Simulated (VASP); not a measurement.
Input of a VASP 6.6.1 run:

Contents of POSCAR:

```
Mg16O15                                 
1.0
   -4.2449620000      4.2449620000     -4.2449620000
    4.2449620000      4.2449620000      4.2449620000
    4.2449620000     -4.2449620000     -4.2449620000
  Mg              O             
    16    15
Direct
     0.2504216725627273    0.9997613528118034    0.7501799897124477
     0.9985437323348392    0.2479966995702437    0.7499735294900608
     0.5003649542790163    0.9997989953655353    0.4999150361045348
     0.7504295554419631    0.5001041164496350    0.7503120819267812
     0.2502512698467396    0.2483830486780129    0.4988889653619819
     0.5022633556848795    0.7518618905625828    0.7500447764333871
     0.9987435202354878    0.4997065044216137    0.4985351815832013
     0.7502472997140559    0.9996624373958845    0.2498459454759822
     0.5004835150606736    0.2500301844726896    0.2503550366328428
     0.7506434108082977    0.7498795528477935    0.5002463528347499
     0.0006288957609615    0.0001242112654493    0.0005481167334615
     0.2504122237768004    0.4998962477664688    0.2502214045025849
     0.0006508246717120    0.7500412401177888    0.2502679847097047
     0.7502969264933776    0.2501441988402248    0.0001834252407056
     0.5018295876276403    0.4998413900074667    0.0017230226446674
     0.2503510668683428    0.7514471981807540    0.0016265866064877
     0.9998928112198544    0.7508441072827672    0.7504931338252979
     0.5014579101317229    0.5002289120421558    0.4998416928742938
     0.7508684532490096    0.0002247059996459    0.7500520259303163
     0.2506646672553989    0.7504820997130488    0.4991668328164188
     0.5010790536132774    0.2492720761227349    0.7504187365339988
     0.9998051761600862    0.9980772493708193    0.4994448222633397
     0.7507633723305771    0.4998280297914388    0.2504822744100437
     0.5012980330129851    0.7504908662054748    0.2514419691147552
     0.7485654493552127    0.2487192521755492    0.4990376768594583
     0.9994647704989863    0.5000298244431292    0.0009019472785651
     0.2508427696678427    0.0002066498732635    0.2507155463248915
     0.9994519022335735    0.2489112901992826    0.2486564150341752
     0.7520045425201755    0.7508847270283102    0.0009755992946419
     0.5010437957063030    0.0012335203419654    0.0003730178949429
     0.2504833318774766    0.2491951606564640    0.0012976035512766
```

Contents of INCAR.step1:

```
  PREC = Normal
  ENCUT = 400
  EDIFF = 1E-5
  ISMEAR = 0
  SIGMA = 0.01
  LREAL = Auto
  LASPH = T
  NELM = 80
  ALGO = Normal
  ISIF = 2
  LWAVE = T
  LCHARG = F
  NBANDS = 82
  ICORELEVEL = 1
  GGA = PE
```

Contents of INCAR.step2:

```
  PREC = Normal
  ENCUT = 400
  EDIFF = 1E-7
  ISMEAR = 0
  SIGMA = 0.01
  LREAL = Auto
  LASPH = T
  NELM = 80
  ALGO = Normal
  ISIF = 2
  LWAVE = F
  LCHARG = F
  GGA = PE
  LHFCALC = T
  HFSCREEN = 0.2
  PRECFOCK = Fast
  NBANDS = 82
  ICORELEVEL = 1
  ISTART = 1
```

File KPOINTS:

```
Automatic mesh
0
Gamma
  1 1 1
```

Potentials or basis: VASP PAW PBE potentials, release 64 (Mg, O).

Launch:

```bash
$ cat potpaw_PBE.64/Mg/POTCAR potpaw_PBE.64/O/POTCAR > POTCAR
$ cp INCAR.step1 INCAR
$ mpirun -np 8 vasp_gam > vasp.out
$ cp INCAR.step2 INCAR
$ mpirun -np 8 vasp_gam > vasp.out
```

Q: Estimate the band gap on the k mesh.

A: 4.88 eV, direct.

Q: Predict the largest force.

A: 0.400 eV/Å.

Forces in eV/Å, atoms in the order of the input:
```
Mg   0.004  0.005  0.000
Mg   0.007 -0.383 -0.006
Mg   0.011  0.004 -0.007
Mg  -0.006 -0.007  0.001
Mg  -0.400  0.012 -0.008
Mg  -0.004  0.381 -0.007
Mg  -0.002  0.003  0.388
Mg   0.006  0.000 -0.004
Mg  -0.006 -0.002  0.000
Mg   0.003  0.001  0.003
Mg  -0.007  0.003  0.005
Mg  -0.003  0.001  0.002
Mg   0.000 -0.009  0.001
Mg  -0.012  0.000 -0.009
Mg   0.000  0.005 -0.398
Mg   0.391  0.001 -0.006
O   -0.155 -0.004 -0.139
O    0.131 -0.146  0.010
O    0.010 -0.027  0.002
O    0.017 -0.151 -0.142
O    0.135  0.007  0.144
O    0.154  0.149  0.012
O    0.008  0.000  0.024
O   -0.136 -0.008  0.149
O    0.015  0.157 -0.153
O   -0.152  0.147 -0.010
O   -0.016 -0.004  0.022
O    0.145  0.015 -0.147
O   -0.006 -0.149  0.137
O   -0.126 -0.153 -0.013
O   -0.005  0.152  0.149
```

Caveat: the PAW data sets were made with another functional, which shifts forces and pressure a little.
